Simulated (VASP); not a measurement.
The system is BaTiO3.

```
Ba Ti O
1.0
     4.00600    0.00000    0.00000
     0.00000    4.00600    0.00000
     0.00000    0.00000    4.00600
Ba Ti O
1 1 3
Direct
  0.50000 0.50000 0.50000
  0.00000 0.00000 0.00000
  0.00000 0.00000 0.50000
  0.00000 0.50000 0.00000
  0.50000 0.00000 0.00000
```

Base run:

- Program: VASP 6.6.1
- Functional: PBE
- Potentials or basis: VASP PAW PBE potentials, release 64 (Ba_sv, Ti_sv, O)
- Cutoff: 520 eV
- k mesh: 6 × 6 × 6
- Occupations: gaussian, width 0.02 eV
- Spin: spin-orbit coupling, no magnetisation

Its results: pressure 3.4 GPa.

Q: The run is repeated on the same cell with these changes: functional from PBE to r2SCAN. What comes out?

A: Pressure 0.3 GPa.

Caveats: the PAW data sets were made with another functional, which shifts forces and pressure a little (some runs).

Not every run made on this cell is shown here.
